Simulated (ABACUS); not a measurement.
## Ga2O3 in ABACUS: the effect of target pressure

Crystal: Ga2O3.

```
Ga O
1.0
     6.10700   -1.51855    0.00000
     6.10700    1.51855    0.00000
    -1.38599    0.00000    5.63001
Ga O
4 6
Cartesian
  3.2184 0.0000 3.8621
  7.6096 0.0000 1.7679
  10.8240 0.0000 1.1564
  0.0041 0.0000 4.4736
  5.1267 0.0000 4.1853
  5.7013 0.0000 1.4447
  9.4919 0.0000 2.4592
  1.3361 0.0000 3.1708
  8.9710 0.0000 5.0118
  1.8570 0.0000 0.6182
```

Alike in all runs:

- Program: ABACUS 3.10.1
- Task: relaxation of cell and atoms
- Functional: PBE
- Potentials or basis: PseudoDojo NC SR 0.4.1 PBE standard
- Cutoff: 1361 eV
- Density cutoff: 5442 eV
- Basis: DZP LCAO (the cutoffs set its grid)
- k mesh: 6 × 6 × 4
- Occupations: fermi-dirac, width 0.05 eV
- Spin: no spin polarisation

Each run relaxes the cell or the atoms first.

```csv
target pressure,relaxed volume (Å³/atom)
0 GPa,11.08
5 GPa,10.73
10 GPa,?
```

Task: What does the run with target pressure 10 GPa give?

Result: Relaxed volume 10.42 Å³/atom.

Caveats: the atomic orbitals were generated for these runs and aren't a published set; the basis of atomic orbitals isn't converged, which shifts pressures, moduli and gaps.
